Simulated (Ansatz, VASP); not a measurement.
# Cross-check of CdTe between VASP and Ansatz, part 2 of 2

Aim: how closely do two programs agree when they are given the same cell, functional and k mesh? The cell is taken from a series of VASP runs on this material, whose earlier steps may have relaxed, scaled or displaced it; both programs get it as it stands.

VASP 6.6.1 and Ansatz 0.2.0.

So far: Set-up; VASP: band structure, HSE06; Ansatz: band structure, HSE06.

## 4. Side by side

Known differences besides the potentials themselves: exact exchange at q = 0 is treated differently, which shows on coarse meshes; VASP keeps PBE cores, Ansatz makes them for the functional; the data sets hold 36 valence electrons in Ansatz (default PAW (the set named soft_2) files) and 18 in VASP; the cutoff is 420 eV in Ansatz and 350 eV in VASP; VASP takes a coarser grid for exact exchange (PRECFOCK = Fast). Total energies have different zeros and are not compared.

The two programs side by side:

```
                     quantity  Ansatz   VASP  difference
gap over the path points (eV)   1.671  1.579      +0.093
```

Levels at points of the path, from each program's valence-band top (eV; 4 filled, then empty):

```
k (reciprocal lattice)                                  Ansatz                                     VASP
     0.000 0.000 0.000     -9.38 0.00 0.00 0.00 1.67 5.49 5.49      -9.33 0.00 0.00 0.00 1.58 5.49 5.49
     0.500 0.000 0.500  -8.73 -4.61 -2.00 -2.00 3.30 3.48 9.96  -8.69 -4.61 -2.00 -2.00 3.29 3.48 10.01
     0.500 0.222 0.722  -8.65 -4.45 -2.49 -2.32 5.18 5.26 6.74   -8.62 -4.46 -2.50 -2.33 5.19 5.27 6.71
     0.403 0.347 0.750  -8.69 -4.47 -2.72 -1.73 3.82 5.42 8.05   -8.65 -4.48 -2.73 -1.73 3.81 5.43 8.04
     0.125 0.125 0.250  -9.38 -2.08 -0.81 -0.20 3.17 5.32 5.84   -9.32 -2.10 -0.81 -0.20 3.12 5.32 5.84
     0.278 0.278 0.278  -9.34 -3.19 -0.53 -0.53 2.85 6.11 6.11   -9.29 -3.21 -0.53 -0.53 2.81 6.11 6.11
     0.556 0.389 0.556  -8.85 -4.59 -1.84 -1.10 3.65 5.60 6.77   -8.81 -4.60 -1.85 -1.11 3.63 5.61 6.77
     0.583 0.250 0.667  -8.68 -4.47 -2.70 -1.81 3.98 5.43 7.76   -8.65 -4.47 -2.71 -1.81 3.98 5.44 7.75
     0.500 0.306 0.694  -8.69 -4.43 -2.63 -1.95 4.90 5.52 6.52   -8.65 -4.43 -2.63 -1.96 4.91 5.53 6.51
     0.486 0.486 0.528  -8.92 -4.73 -0.92 -0.85 2.77 6.00 6.12   -8.88 -4.74 -0.92 -0.85 2.73 6.00 6.12
```

Among the levels compared at these points, filled levels agree within 57 meV and empty ones within 93 meV.

## 5. Ansatz: band structure, r2SCAN-EpsX with an exact-exchange share of 0.069

Levels along a path test the potential and the projectors away from the mesh points.

The cell is taken from a series of VASP runs on this material, whose earlier steps may have relaxed, scaled or displaced it; both programs get it as it stands.

File input.yaml:

```yaml
crystal:
  lattice:
    - [0.0, 3.24, 3.24]
    - [3.24, 0.0, 3.24]
    - [3.24, 3.24, 0.0]
  atoms:
    - { symbol: Te, position: [0.75, 0.75, 0.75] }
    - { symbol: Cd, position: [0.0, 0.0, 0.0] }
hamiltonian:
  xc: { exchange: r2scan, correlation: r2scan, exx: { coeff: 0.069 } }
  pseudopotentials: { kind: paw }
kpoints:
  mp_grid: { grid: [4, 4, 4] }
  band_path:
    path:
      - [0.0, 0.0, 0.0]
      - [0.5, 0.0, 0.5]
      - [0.5, 0.22222, 0.72222]
      - [0.40278, 0.34722, 0.75]
      - [0.125, 0.125, 0.25]
      - [0.27778, 0.27778, 0.27778]
      - [0.55556, 0.38889, 0.55556]
      - [0.58333, 0.25, 0.66667]
      - [0.5, 0.30556, 0.69444]
      - [0.48611, 0.48611, 0.52778]
      - [0.625, 0.25, 0.625]
      - [0.5, 0.0, 0.5]
    npoints: 1
scf:
  occupations: { method: gaussian, width: 0.03 }
  n_extra_bands: 7
output:
  forces: true
  stress: true
  eigenvalues: true
```

Run with:

```bash
$ ansatz run input.yaml --threads 4 --pin off --max-ram 9216MiB --backend cpu --events-out ev --progress --plain --runs-dir out
```

Numbers of over 12 decimals in the logs are rounded to 6 here.

What it wrote:

```text
[...]
Crystal: 2 atoms, lattice volume = 68.024 Å³
Basis set: ecut = 500 eV, 1759 PW (Γ), exchange–correlation on 144×144×144 points (64 copies of the dense FFT grid, shifted against one another)
Bands: 25, of which v1, the nominal top of the filled ones, is band 18 counted from 1 (17 counted from 0)
Symmetry: 24 space group operations
[...]
k-points: 8 of 64 (time reversal used)
[...]
--- Band table (eV; the first three rows and the last of 8) ---
  k-point 0: bands = [... 14 lower, -1.6777, 7.0338, 7.0338, 7.0338, 8.6627, 12.4592, 12.4592, 12.4592, ... 3 higher]
  k-point 1: bands = [... 14 lower, -1.6780, 4.2679, 6.5912, 6.5912, 9.8263, 13.0222, 13.0222, 13.2027, ... 3 higher]
  k-point 2: bands = [... 14 lower, -1.2690, 2.4351, 6.2269, 6.2269, 9.6335, 13.0175, 13.0175, 14.8078, ... 3 higher]
  k-point 7: bands = [... 14 lower, -1.0194, 2.7308, 4.5898, 4.7468, 12.1315, 12.3312, 13.5234, 14.1175, ... 3 higher]
[key lines of the parts left out:]
Free energy (F): -15264.033082 eV
Fermi energy:    7.848530 eV
P = ⅓ Tr σ = 1.6199 GPa (16.199 kbar)
```

It took 35 s on 4 threads of Arm Neoverse V1, shared host; peak memory 1.2 GiB; 2.2 min of CPU time.

## 6. VASP: band structure, r2SCAN-EpsX with an exact-exchange share of 0.069

The same cell, functional, mesh and smearing now go to VASP, with its own data sets and cutoff.

The run reads the wave functions of an earlier VASP run, which isn't shown here.

File INCAR:

```
SYSTEM = CdTe
PREC = Accurate
ENCUT = 350
EDIFF = 1E-06
NELM = 100
ISMEAR = 0
SIGMA = 0.03
LREAL = .FALSE.
ALGO = Normal
LHFCALC = .TRUE.
AEXX = 0.069
METAGGA = R2SCAN
LASPH = .TRUE.
NBANDS = 15
PRECFOCK = Fast
HFRCUT = -1
LORBIT = 11
LWAVE = .FALSE.
LCHARG = .FALSE.
KPAR = 4
```

File POSCAR:

```
CdTe
1.0
    0.0000000000      3.2400000000      3.2400000000
    3.2400000000      0.0000000000      3.2400000000
    3.2400000000      3.2400000000      0.0000000000
Te Cd
1 1
Direct
    0.7500000000      0.7500000000      0.7500000000
    0.0000000000      0.0000000000      0.0000000000
```

File KPOINTS:

```
Automatic mesh
0
Gamma
4 4 4
0 0 0
```

File KPOINTS_OPT:

```
Line mode
10
Line-mode
Reciprocal
  0.00000000   0.00000000   0.00000000 GAMMA
  0.50000000   0.00000000   0.50000000 X

  0.50000000   0.00000000   0.50000000 X
  0.50000000   0.25000000   0.75000000 W

  0.50000000   0.25000000   0.75000000 W
  0.37500000   0.37500000   0.75000000 K

  0.37500000   0.37500000   0.75000000 K
  0.00000000   0.00000000   0.00000000 GAMMA

  0.00000000   0.00000000   0.00000000 GAMMA
  0.50000000   0.50000000   0.50000000 L

  0.50000000   0.50000000   0.50000000 L
  0.62500000   0.25000000   0.62500000 U

  0.62500000   0.25000000   0.62500000 U
  0.50000000   0.25000000   0.75000000 W

  0.50000000   0.25000000   0.75000000 W
  0.50000000   0.50000000   0.50000000 L

  0.50000000   0.50000000   0.50000000 L
  0.37500000   0.37500000   0.75000000 K

  0.62500000   0.25000000   0.62500000 U
  0.50000000   0.00000000   0.50000000 X
```

Potentials, in the order of the species: Te and Cd (PBE family, release 64).

Run with:

```bash
$ mpirun -np 4 vasp_std
```

What it wrote:

```text
[banner, memory and clock lines left out]
running    4 mpi-ranks, on    1 nodes
[...]
|                                                                             |
|               ----> ADVICE to this user running VASP <----                  |
|                                                                             |
|     You enforced a specific xc type in the INCAR file but a different       |
|     [... a line on the potential file left out ...]
|     I HOPE YOU KNOW WHAT YOU ARE DOING!                                     |
|                                                                             |

 LDA part: xc-table for (None), standard interpolation
 found WAVECAR, reading the header
 POSCAR, INCAR and KPOINTS ok, starting setup
[...]
HFRCUT set to (new)   10.129441
 reading WAVECAR
 the WAVECAR file was read successfully
 initial charge from wavefunction
 entering main loop
       N       E                     dE             d eps       ncg     rms          rms(c)
[...]
DAV:   9    -0.442091583389E+02   -0.74380E-05   -0.34965E-06   282   0.164E-02    0.898E-02
DAV:  10    -0.442091611202E+02   -0.27813E-05   -0.14539E-06   211   0.107E-02    0.551E-02
DAV:  11    -0.442091620579E+02   -0.93778E-06   -0.78999E-07   204   0.818E-03
   1 F= -.44209162E+02 E0= -.44209162E+02  d E =-.594435E-19
 Start KPOINTS_OPT (optional k-point list driver)
k-point batch [1-8\100]
       N       E                     dE             ncg
DAV:   1     0.913752862060E+02   -0.15555E+04      248
DAV:   2    -0.640185929662E+03   -0.73156E+03      282
DAV:   3    -0.667470120459E+03   -0.27284E+02      261
DAV:   4    -0.667771349759E+03   -0.30123E+00      388
DAV:   5    -0.667772415293E+03   -0.10655E-02      317
DAV:   6    -0.667772430121E+03   -0.14828E-04      367
DAV:   7    -0.667772430209E+03   -0.87346E-07      246
[...]
k-point batch [97-100\100]
       N       E                     dE             ncg
DAV:   1     0.200111803973E+04   -0.19777E+04      120
DAV:   2     0.164722600545E+04   -0.35389E+03      148
DAV:   3     0.163550111033E+04   -0.11725E+02      162
DAV:   4     0.163538127951E+04   -0.11983E+00      194
DAV:   5     0.163538097316E+04   -0.30635E-03      169
DAV:   6     0.163538097101E+04   -0.21569E-05      200
DAV:   7     0.163538097097E+04   -0.30369E-07      144
```

Parts of OUTCAR (step 6):

```text
 POSITION                                       TOTAL-FORCE (eV/Angst)
 -----------------------------------------------------------------------------------
      4.86000      4.86000      4.86000         0.000000      0.000000      0.000000
      0.00000      0.00000      0.00000        -0.000000      0.000000     -0.000000
 -----------------------------------------------------------------------------------
    total drift:                               -0.000002      0.000004     -0.000003

  FREE ENERGIE OF THE ION-ELECTRON SYSTEM (eV)
  ---------------------------------------------------
  free  energy   TOTEN  =       -44.2091620579 eV

  energy  without entropy=      -44.2091620579  energy(sigma->0) =      -44.20916206

[... 2 parts as in an earlier step ...]

[... 1 further part left out ...]
[key lines of the parts left out:]
E-fermi :   2.1000
```

## 7. Differences

What differs besides the data sets and the points named for the pairs above, as far as they apply: the cutoff is 500 eV in Ansatz and 350 eV in VASP. Total energies have different zeros and are not compared.

Compared:

```
                     quantity  Ansatz   VASP  difference
gap over the path points (eV)   1.629  1.606      +0.023
```

Levels at points of the path, from each program's valence-band top (eV; 4 filled, then empty):

```
k (reciprocal lattice)                                  Ansatz                                    VASP
     0.000 0.000 0.000     -8.71 0.00 0.00 0.00 1.63 5.42 5.42     -8.65 0.00 0.00 0.00 1.61 5.40 5.40
     0.500 0.000 0.500  -8.14 -4.45 -1.95 -1.95 3.21 3.35 9.88  -8.09 -4.47 -1.96 -1.96 3.20 3.35 9.91
     0.500 0.222 0.722  -8.06 -4.31 -2.43 -2.28 5.00 5.13 6.68  -8.00 -4.33 -2.44 -2.29 5.00 5.13 6.67
     0.403 0.347 0.750  -8.09 -4.33 -2.67 -1.68 3.71 5.27 7.96  -8.04 -4.34 -2.68 -1.69 3.70 5.27 7.95
     0.125 0.125 0.250  -8.71 -2.02 -0.79 -0.19 3.09 5.24 5.77  -8.64 -2.03 -0.80 -0.19 3.07 5.23 5.74
     0.278 0.278 0.278  -8.70 -3.10 -0.51 -0.51 2.78 6.02 6.02  -8.65 -3.11 -0.52 -0.52 2.76 6.00 6.00
     0.556 0.389 0.556  -8.24 -4.46 -1.80 -1.08 3.56 5.49 6.67  -8.18 -4.47 -1.81 -1.08 3.54 5.48 6.65
     0.583 0.250 0.667  -8.08 -4.32 -2.65 -1.76 3.87 5.28 7.67  -8.03 -4.34 -2.66 -1.77 3.86 5.28 7.66
     0.500 0.306 0.694  -8.09 -4.29 -2.57 -1.91 4.75 5.39 6.43  -8.04 -4.30 -2.58 -1.92 4.74 5.39 6.42
     0.486 0.486 0.528  -8.30 -4.59 -0.90 -0.83 2.69 5.91 6.03  -8.24 -4.61 -0.90 -0.83 2.68 5.89 6.01
```

Among the levels compared at these points, filled levels agree within 64 meV and empty ones within 35 meV.

## 8. Summary of results

| Property | Result |
| --- | --- |
| difference in gap over the path points (band structure, HSE06) | 0.093 eV |
| difference in gap over the path points (band structure, r2SCAN-EpsX with an exact-exchange share of 0.069) | 0.023 eV |

The difference in gap over the path points is 0.093 eV (band structure, HSE06), beyond the 0.08 eV picked in this series as the mark of a large difference. How closely two codes agree says nothing of how well the functional describes the real material.

[Lines on the potential files, build, host, timing and source positions are cut from VASP's logs without a mark.]

[Logs are printed without paths, hosts, clocks, repeated set-up lines and the standing remarks that a program may print on its own settings, such as how far it seeks lower states.]

[Hosts, paths, dates, database ids (printed as entryN), source tags and the programs' standing remarks are cut or masked in the printed files.]
